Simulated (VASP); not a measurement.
Computed with r2SCAN meta-GGA, VASP's PBE PAW potentials (set 64) (plane waves; VASP).

VASP input:

INCAR:
```
# general
SYSTEM   =  CsPbI3
PREC     =  Accurate
ENCUT    =  520
LREAL    =  .FALSE.   # projection in real space or not
LASPH    =  .TRUE.

# electronic loop
EDIFF    =  1E-6   # SCF stop (eV)
NELM     =  100
ALGO     =  Normal   # blocked Davidson
LMAXMIX  =  4
LMIXTAU  =  .TRUE.

# smearing
ISMEAR   =  0   # Gaussian
SIGMA    =  0.05

# functional
METAGGA  =  R2SCAN

# ions
IBRION   =  2
NSW      =  60   # most ionic steps
ISIF     =  3
EDIFFG   =  -0.02

# output
LWAVE    =  .FALSE.
LCHARG   =  .FALSE.
```

File KPOINTS:
```
Automatic mesh
0
G
3 3 3
```

File POSCAR:
```
CsPbI3
1
    6.3044977544     0.0000000000     0.0000000000
    0.0000000000     6.3044977544     0.0000000000
   -0.0000000000     0.0000000000     6.3044977544
Cs Pb I
1 1 3
Direct
  0.0000000000   0.0000000000   0.0000000000
  0.5000000000   0.5000000000   0.5000000000
  0.5000000000   0.0000000000   0.5000000000
  0.0000000000   0.5000000000   0.5000000000
  0.5000000000   0.5000000000   0.0000000000
```

POTCAR, in this order: Cs_sv Pb_d I (PBE.64 set). Program: vasp_std.

The run wrote:

### OSZICAR
```
       N       E                     dE             d eps       ncg     rms          rms(c)
DAV:   1     0.223953871599E+03    0.22395E+03   -0.18046E+04   208   0.147E+03
DAV:   2    -0.129788765115E+03   -0.35374E+03   -0.34579E+03   262   0.323E+02
DAV:   3    -0.168423252043E+03   -0.38634E+02   -0.38521E+02   254   0.115E+02
DAV:   4    -0.169861098471E+03   -0.14378E+01   -0.14362E+01   264   0.310E+01
DAV:   5    -0.169902451191E+03   -0.41353E-01   -0.41350E-01   290   0.442E+00    0.416E+00
DAV:   6    -0.165001546523E+03    0.49009E+01   -0.22446E+00   256   0.188E+01    0.364E+00
DAV:   7    -0.160245175659E+03    0.47564E+01   -0.13595E+00   208   0.745E+00    0.204E+00
DAV:   8    -0.160610145492E+03   -0.36497E+00   -0.77780E-01   228   0.567E+00    0.566E-01
DAV:   9    -0.160854153534E+03   -0.24401E+00   -0.16506E-01   214   0.284E+00    0.460E-01
DAV:  10    -0.160855054418E+03   -0.90088E-03   -0.98267E-02   214   0.267E+00    0.342E-01
DAV:  11    -0.160851183922E+03    0.38705E-02   -0.48750E-02   218   0.199E+00    0.910E-02
DAV:  12    -0.160927610017E+03   -0.76426E-01   -0.62782E-02   208   0.216E+00    0.191E-01
DAV:  13    -0.160925185761E+03    0.24243E-02   -0.73569E-03   224   0.691E-01    0.112E-01
DAV:  14    -0.160928066494E+03   -0.28807E-02   -0.20924E-03   218   0.349E-01    0.331E-02
DAV:  15    -0.160928474024E+03   -0.40753E-03   -0.52686E-03   216   0.606E-01    0.274E-02
DAV:  16    -0.160930291314E+03   -0.18173E-02   -0.11080E-03   216   0.262E-01    0.166E-02
DAV:  17    -0.160930331374E+03   -0.40060E-04   -0.24363E-05   272   0.437E-02    0.190E-02
DAV:  18    -0.160930374402E+03   -0.43028E-04   -0.82790E-05   216   0.737E-02    0.767E-03
DAV:  19    -0.160930371388E+03    0.30138E-05   -0.16184E-05   244   0.360E-02    0.808E-03
DAV:  20    -0.160930382928E+03   -0.11540E-04   -0.46770E-06   216   0.186E-02    0.411E-03
DAV:  21    -0.160930385315E+03   -0.23869E-05   -0.30368E-06   184   0.171E-02    0.342E-03
DAV:  22    -0.160930385425E+03   -0.10991E-06   -0.44858E-07   134   0.692E-03
   1 F= -.16093039E+03 E0= -.16093039E+03  d E =-.160930E+03
```

File OUTCAR:
```
------------------------ aborting loop because EDIFF is reached ----------------------------------------
  FORCE on cell =-STRESS in cart. coord.  units (eV):
  Direction    XX          YY          ZZ          XY          YZ          ZX
  --------------------------------------------------------------------------------------
  Total       -0.0040423     -0.0040423     -0.0040423     -0.0000000     -0.0000000      0.0000000
  in kB       -0.0258455     -0.0258455     -0.0258455     -0.0000000     -0.0000000      0.0000000
  external PRESSURE =      -0.0258455 kB  Pullay stress =       0.0000000 kB
  volume of cell :      250.58
      direct lattice vectors                 reciprocal lattice vectors
     6.304497754  0.000000000  0.000000000     0.158616917  0.000000000  0.000000000
     0.000000000  6.304497754  0.000000000     0.000000000  0.158616917  0.000000000
     0.000000000  0.000000000  6.304497754     0.000000000  0.000000000  0.158616917
 POSITION                                       TOTAL-FORCE (eV/Angst)
 -----------------------------------------------------------------------------------
      0.00000      0.00000      0.00000         0.000000      0.000000      0.000000
      3.15225      3.15225      3.15225         0.000000      0.000000      0.000000
      3.15225      0.00000      3.15225         0.000000      0.000000      0.000000
      0.00000      3.15225      3.15225         0.000000      0.000000      0.000000
      3.15225      3.15225      0.00000         0.000000      0.000000      0.000000
 -----------------------------------------------------------------------------------
    total drift:                                0.000000     -0.000000     -0.000000
  FREE ENERGIE OF THE ION-ELECTRON SYSTEM (eV)
  ---------------------------------------------------
  free  energy   TOTEN  =      -160.9303854250 eV

  energy  without entropy=     -160.9303854250  energy(sigma->0) =     -160.93038543

 reached required accuracy - stopping structural energy minimisation
```
(Selected blocks of OUTCAR.)

File OUTCAR:
```
 val. band max:        0.4105860787   @ k =   0.3333   0.3333   0.3333

 cond. band min:       4.3854716682   @ k =   0.3333   0.3333   0.3333


 Fermi energy:         0.6373463271

 k-point     1 :       0.0000    0.0000    0.0000
  band No.  band energies     occupation
      1     -20.6307      2.00000
      2     -15.7756      2.00000
      3     -15.7756      2.00000
      4     -15.7011      2.00000
      5     -15.7011      2.00000
      6     -15.7011      2.00000
      7     -11.3222      2.00000
      8     -10.4690      2.00000
      9     -10.4690      2.00000
     10      -7.0431      2.00000
     11      -7.0431      2.00000
     12      -7.0431      2.00000
     13      -5.4425      2.00000
     14      -2.2980      2.00000
     15      -2.2980      2.00000
     16      -2.2980      2.00000
     17      -0.0328      2.00000
     18      -0.0328      2.00000
     19      -0.0328      2.00000
     20       0.1012      2.00000
     21       0.1012      2.00000
     22       0.1012      2.00000
     23       5.0068      0.00000
     24       5.8937      0.00000
     25       5.8937      0.00000
     26       6.3888      0.00000

 k-point     2 :       0.3333    0.0000    0.0000
  band No.  band energies     occupation
      1     -20.6304      2.00000
      2     -15.7756      2.00000
      3     -15.7646      2.00000
      4     -15.7016      2.00000
      5     -15.7016      2.00000
      6     -15.7011      2.00000
      7     -11.1766      2.00000
      8     -10.6536      2.00000
      9     -10.4670      2.00000
     10      -7.0392      2.00000
     11      -7.0392      2.00000
     12      -7.0332      2.00000
     13      -5.9562      2.00000
     14      -2.2141      2.00000
     15      -2.2141      2.00000
     16      -0.9953      2.00000
     17      -0.1754      2.00000
     18      -0.1754      2.00000
     19      -0.1397      2.00000
     20       0.0172      2.00000
     21       0.0172      2.00000
     22       0.1662      2.00000
...
```

Unless said otherwise, spin-orbit coupling is left out, though it shifts the bands of the heavy elements here.

The compound is CsPbI3 in the cubic perovskite structure, the ideal cubic form; the compound distorts at low or room temperature. It was relaxed first. The start is the result of an earlier pass.
